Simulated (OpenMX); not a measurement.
The system is Cu.

```
Cu
1.0
     0.00000    1.80750    1.80750
     1.80750    0.00000    1.80750
     1.80750    1.80750    0.00000
Cu
1
Direct
  0.00000 0.00000 0.00000
```

Base run:

| Quantity | Value |
| --- | --- |
| Program | OpenMX 3.8.5 |
| Functional | PBE |
| Potentials or basis | OpenMX 2013 PBE set, Cu6.0H-s2p2d1, grid cutoff 500 Ry |
| k mesh | 13 × 13 × 13 |
| Occupations | fermi-dirac, width 0.05 eV |
| Spin | no spin polarisation |

Its results: pressure 3.3 GPa.

**Question.** The run is repeated on the same cell with these changes: potentials or basis from OpenMX 2013 PBE set, Cu6.0H-s2p2d1, grid cutoff 500 Ry to OpenMX 2013 PBE set, Cu6.0H-s3p2d2, grid cutoff 500 Ry. What comes out?

**Answer.** Pressure 4.3 GPa.

Caveats: the basis of atomic orbitals isn't converged, which shifts pressures, moduli and gaps; the transition metal has a single d function, too few for pressures, volumes and moments (some runs).
